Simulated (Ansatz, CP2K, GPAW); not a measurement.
Ge: 3 runs at one level of theory

```xyz
2
Lattice="2.7943 0.0000 0.0000 0.0000 5.2010 0.0000 0.0000 0.0000 2.6982" Properties=species:S:1:pos:R:3 pbc="T T T"
Ge    1.3971    0.0000    0.0000
Ge    0.0000    2.6005    0.0000
```

This isn't the form of Ge at room conditions, which is diamond.

Alike in all runs: task band structure; functional r2SCAN; dispersion D4; k mesh 9 × 5 × 10; occupations gaussian, width 0.05 eV; no spin polarisation; no spin-orbit coupling. Pressure is positive in compression and, in plane waves, holds the error of the finite cutoff, which Ansatz's Pulay term estimates and takes out.

```tsv
program and potentials	plane-wave cutoff (eV)	notes	pressure (GPa)
Ansatz, Ansatz PAW	500	potentials made for PBE, which Ansatz adapts in part; 14 valence electrons an atom on average	?
GPAW, GPAW PAW data sets (gpaw-data 1.2.1)	600	potentials made for PBE; 4 valence electrons an atom on average	-4.61
CP2K, POTENTIAL_UZH Ge GTH-SCAN-q4; TZVP-MOLOPT-SCAN-GTH basis	-	atomic basis; 4 valence electrons an atom on average	-7.08
```

**Question.** Estimate from the other rows what the run with Ansatz, Ansatz PAW gave.

**Answer.** Pressure -4.16 GPa. Its pressure holds a Pulay term of +0.05 GPa. The other rows, which needn't bracket it: pressure -7.08 to -4.61.
